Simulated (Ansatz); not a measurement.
**CaSe: one input, then a changed one**

The cell is built from the wurtzite type as a first guess.

First run: DFT, PBE, PAW with Ansatz's default frozen-core files, scalar-relativistic (Ansatz 0.2.0).

Command: `ansatz run input.yaml --threads 1 --pin off --max-ram 3072MiB --backend cpu --events-out ev --progress --plain --runs-dir out` The run took about 59 s on 1 thread of a shared machine.

```yaml
crystal:
  lattice:
    - [4.5558582445, 0.0, 0.0]
    - [-2.2779291223, 3.9454889758, 0.0]
    - [0.0, 0.0, 7.4260489385]
  atoms:
    - { symbol: Ca, position: [0.3333333333, 0.6666666667, 0.0] }
    - { symbol: Ca, position: [0.6666666667, 0.3333333333, 0.5] }
    - { symbol: Se, position: [0.3333333333, 0.6666666667, 0.376] }
    - { symbol: Se, position: [0.6666666667, 0.3333333333, 0.876] }
kpoints:
  mp_grid: { grid: [9, 9, 5] }
scf:
  occupations: { method: fermi_dirac, width: 0.05 }
hamiltonian:
  xc: pbe
  pseudopotentials: { kind: paw }
output:
  forces: true
  stress: true
relax:
  f_tol: 0.005
  max_steps: 80
  cell: {}
```

Result: converged; relaxed volume 32.277 Å³/atom; 61 SCF iterations in all.

A second input differs as follows:

```diff
@@ -13,4 +13,5 @@
 scf:
   occupations: { method: fermi_dirac, width: 0.05 }
+  max_iter: 60
 hamiltonian:
   xc: pbe
@@ -23,3 +24,6 @@
   max_steps: 80
   cell: {}
+magnetization:
+  spin_polarized: true
+  initial_magnetization: 1
```

Task: Does the change harm the result?

Result: Not here: the run converged; energy at zero smearing 0.0 meV/atom from the first run; relaxed volume 32.276 Å³/atom; moment 0.00 μB; 83 SCF iterations in all, so the odd setting did no harm in this case.
